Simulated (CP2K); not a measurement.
The system is C.

```
CELL_PARAMETERS angstrom
8.40413 0.00000 0.00000
8.04222 2.43968 0.00000
8.04222 1.19300 2.12810
ATOMIC_POSITIONS crystal
C 0.08717 0.08717 0.08717
C 0.75385 0.75385 0.75385
C 0.24615 0.24615 0.24615
C 0.91283 0.91283 0.91283
```

This isn't the form of C at room conditions, which is graphite.

Base run:

- Program: CP2K 2026.2
- Functional: HLE16
- Potentials or basis: POTENTIAL_UZH C GTH-PBE-q4; TZVP-MOLOPT-PBE-GTH basis
- Density cutoff: 9184 eV
- k mesh: 12 × 12 × 12
- Occupations: fermi-dirac, width 0.05 eV
- Spin: no spin polarisation

Its results: band gap on the k mesh 0.12 eV, direct; pressure -37.4 GPa; largest force 0.036 eV/Å.

Q: The run is repeated on the same cell with these changes: functional from HLE16 to LDA. What comes out?

A: Band gap on the k mesh 0.20 eV, direct; pressure 0.2 GPa; largest force 0.008 eV/Å.

Caveats: the potentials were made for another functional, which shifts forces and pressure; the basis of atomic orbitals isn't converged, which shifts pressures, moduli and gaps; the potentials were made for a functional far from this one (some runs); the cell as given lies far from equilibrium (some runs).

A k mesh can miss the band edges.
